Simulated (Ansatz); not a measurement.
PbO:

```
Pb O
1.0
     5.87600    0.00000    0.00000
     0.00000    5.47600    0.00000
     0.00000    0.00000    4.74300
Pb O
4 4
Direct
  0.76900 0.51400 0.25000
  0.23100 0.48600 0.75000
  0.76900 0.98600 0.75000
  0.23100 0.01400 0.25000
  0.13200 0.58200 0.25000
  0.86800 0.41800 0.75000
  0.13200 0.91800 0.75000
  0.86800 0.08200 0.25000
```

Below is the output of Ansatz 0.2.0 for this cell. Logs are shortened: lines on timing, memory, paths and dates and some standing lists are left out, and cuts for length are marked.

```text
Warning: RAYON_NUM_THREADS=4 ignored (pool sized by the plan → 4); use --threads N
scf.n_extra_bands = 20 over 40 filled bands (N_el = 80.0): the run solves 60 bands
Engine: ansatz 0.2.0, x86_64-unknown-linux-gnu
Pseudopotentials: kind: paw
Pseudopotential: Pb, paw, valence charge 14, recommended cutoff 500 eV (meta_gga), Pb.paw.azcp
Pseudopotential: O, paw, valence charge 6, recommended cutoff 500 eV (meta_gga), O.paw.azcp
Functional definition: r2SCAN
  parameter k0 = 0.174
  parameter k1 = 0.065
  parameter a1 = 4.9479
  exchange = r2scan_x(k0 = k0, k1 = k1, a1 = a1)
  correlation = r2scan_c
Crystal: 8 atoms, lattice volume = 152.615 Å³
Basis set: ecut = 500 eV, 3851 PW (Γ), exchange–correlation on 180×160×144 points (64 copies of the dense FFT grid, shifted against one another)
Bands: 60, of which v1, the nominal top of the filled ones, is band 40 counted from 1 (39 counted from 0)
[... 41 lines left out ...]
  E_vtau       = 69.157316  (kinetic-family band-sum trace: ∫τ·v_τ [+ j·A + Jᵃ·Aᵃ] dr)
  E_ewald      = -6317.419717
  E_core_change = 3.734246  (= ΣΔE_core)
  E_smearing   = -0.000000  (= −TS)
  E_closure    = 0.000000  (closes the sum)
  Σ components = -49956.810180   (vs F -49956.810180, Δ=0.00e0)
--- Forces (eV/Å), atoms counted from 1 ---
  atom   1  Pb     0.10711626    -1.03894638     0.00000000
  atom   2  Pb    -0.10711626     1.03894638     0.00000000
  atom   3  Pb     0.10711626     1.03894638     0.00000000
  atom   4  Pb    -0.10711626    -1.03894638     0.00000000
  atom   5  O      0.55637108     0.36708676     0.00000000
  atom   6  O     -0.55637108    -0.36708676     0.00000000
  atom   7  O      0.55637108    -0.36708676     0.00000000
  atom   8  O     -0.55637108     0.36708676     0.00000000
  max |Σ_I F_I| component: 3.33e-16 eV/Å
--- Stress (GPa, compression-positive) ---
        2.813633       0.000000       0.000000
        0.000000      -4.468411       0.000000
        0.000000       0.000000      -1.466114
  P = ⅓ Tr σ = -1.0403 GPa (-10.403 kbar)
--- Band table (eV; the first three rows and the last of 36) ---
  k-point 0: bands = ["-10.3632", "-10.1381", "-10.0698", "-10.0007", "-8.0059", "-7.9456", "-7.8856", "-7.8677", "-7.8223", "-7.8113", "-7.8042", "-7.7631", "-7.7477", "-7.7219", "-7.6894", "-7.6876", "-7.6714", "-7.6688", "-7.6648", "-7.6221", "-7.5887", "-6.8712", "-6.6070", "-6.5854", "1.0309", "1.6376", "2.2316", "2.6175", "3.7074", "4.0658", "4.3501", "5.5417", "5.7093", "6.1043", "6.3483", "6.5944", "6.6357", "7.0170", "7.6941", "8.0605", "12.0106", "12.6091", "12.8798", "13.3002", "13.5265", "15.0484", "15.8617", "16.0865", "16.2558", "16.7508", "16.9816", "17.2921", "18.2727", "18.7745", "18.8354", "19.7684", "20.1037", "20.8455", "21.1510", "21.6913"]
  k-point 1: bands = ["-10.3061", "-10.1067", "-10.0461", "-9.9922", "-7.9857", "-7.9284", "-7.8767", "-7.8624", "-7.8178", "-7.8169", "-7.7934", "-7.7622", "-7.7435", "-7.7282", "-7.7053", "-7.6991", "-7.6945", "-7.6716", "-7.6665", "-7.6312", "-7.5898", "-6.8676", "-6.7309", "-6.6181", "0.9581", "1.6104", "1.8700", "2.0706", "3.9918", "4.3974", "4.5572", "5.8750", "6.0047", "6.0974", "6.2989", "6.4541", "6.6352", "7.4417", "7.4938", "8.0275", "12.0823", "12.7850", "12.7870", "13.2995", "13.4669", "14.9443", "15.4050", "15.9822", "16.1438", "16.2044", "16.4715", "16.8511", "18.3743", "19.3199", "19.7318", "20.0897", "20.2572", "20.7057", "21.8956", "22.3849"]
  k-point 2: bands = ["-10.1711", "-10.0382", "-10.0013", "-9.9902", "-7.9308", "-7.8812", "-7.8547", "-7.8514", "-7.8296", "-7.8229", "-7.7707", "-7.7673", "-7.7545", "-7.7523", "-7.7262", "-7.7232", "-7.7149", "-7.6736", "-7.6707", "-7.6579", "-7.5514", "-7.0334", "-6.8477", "-6.7012", "0.8396", "1.2725", "1.5132", "1.5803", "4.1757", "4.6173", "5.4206", "5.4774", "6.1117", "6.3501", "6.5990", "6.6854", "7.0776", "7.3460", "7.7187", "7.9744", "12.3171", "12.8347", "12.9239", "13.2026", "13.9049", "14.3755", "14.3766", "14.8062", "15.2181", "16.2367", "16.2478", "16.8673", "18.5755", "19.3318", "20.5200", "21.0981", "21.3364", "21.8361", "22.6739", "23.0469"]
  k-point 35: bands = ["-9.9725", "-9.9725", "-9.9573", "-9.9573", "-7.8894", "-7.8894", "-7.8881", "-7.8881", "-7.8248", "-7.8248", "-7.8228", "-7.8228", "-7.7188", "-7.7188", "-7.7075", "-7.7075", "-7.6637", "-7.6637", "-7.6581", "-7.6581", "-7.2614", "-7.2614", "-7.0913", "-7.0913", "0.6566", "0.6566", "0.9950", "0.9950", "5.6856", "5.6856", "6.1302", "6.1302", "6.8090", "6.8090", "6.9034", "6.9034", "7.4652", "7.4652", "7.5803", "7.5803", "10.7804", "10.7804", "11.3020", "11.3020", "15.0452", "15.0452", "15.4579", "15.4579", "16.3715", "16.3715", "16.5310", "16.5310", "19.4233", "19.4233", "20.1205", "20.1205", "21.0187", "21.0187", "21.6362", "21.6362"]
```

**Question.** What input gives this log?

**Answer.** Band structure with r2SCAN, no spin polarisation. The files as run (others can give the same):

input.yaml
```yaml
crystal:
  lattice:
    - [5.876, 0.0, 0.0]
    - [0.0, 5.476, 0.0]
    - [0.0, 0.0, 4.743]
  atoms:
    - { symbol: Pb, position: [0.769, 0.514, 0.25] }
    - { symbol: Pb, position: [0.231, 0.486, 0.75] }
    - { symbol: Pb, position: [0.769, 0.986, 0.75] }
    - { symbol: Pb, position: [0.231, 0.014, 0.25] }
    - { symbol: O, position: [0.132, 0.582, 0.25] }
    - { symbol: O, position: [0.868, 0.418, 0.75] }
    - { symbol: O, position: [0.132, 0.918, 0.75] }
    - { symbol: O, position: [0.868, 0.082, 0.25] }
hamiltonian:
  xc: r2scan
  pseudopotentials: { kind: paw }
kpoints:
  mp_grid: { grid: [5, 5, 6] }
  band_path:
    path:
      - [[0.0, 0.0, 0.0], [0.0, 0.0, -0.5], [0.0, -0.5, -0.5], [0.0, -0.5, 0.0], [0.0, 0.0, 0.0], [-0.5, 0.0, 0.0], [-0.5, 0.0, -0.5], [-0.5, -0.5, -0.5], [-0.5, -0.5, 0.0], [-0.5, 0.0, 0.0]]
      - [[0.0, -0.5, 0.0], [-0.5, -0.5, 0.0]]
      - [[-0.5, 0.0, -0.5], [0.0, 0.0, -0.5]]
      - [[0.0, -0.5, -0.5], [-0.5, -0.5, -0.5]]
    npoints: 10
scf:
  occupations: { method: fermi_dirac, width: 0.05 }
  n_extra_bands: 20
output:
  forces: true
  stress: true
  eigenvalues: true
  fatbands: true
```

Potentials or basis: Ansatz PAW.
Launch:
```bash
$ ansatz run input.yaml --threads 4 --pin off --max-ram 11264MiB --backend cpu --events-out ev --progress --plain --runs-dir out
```

Caveat: spin-orbit coupling is left out, which as a rule narrows the gap of such compounds by several tenths of an eV; the cell's inner coordinates are idealised or old, which leaves forces on the atoms; the PAW data sets come from PBE, with cores solved anew for the run's functional, which leaves a small shift of forces and pressure.
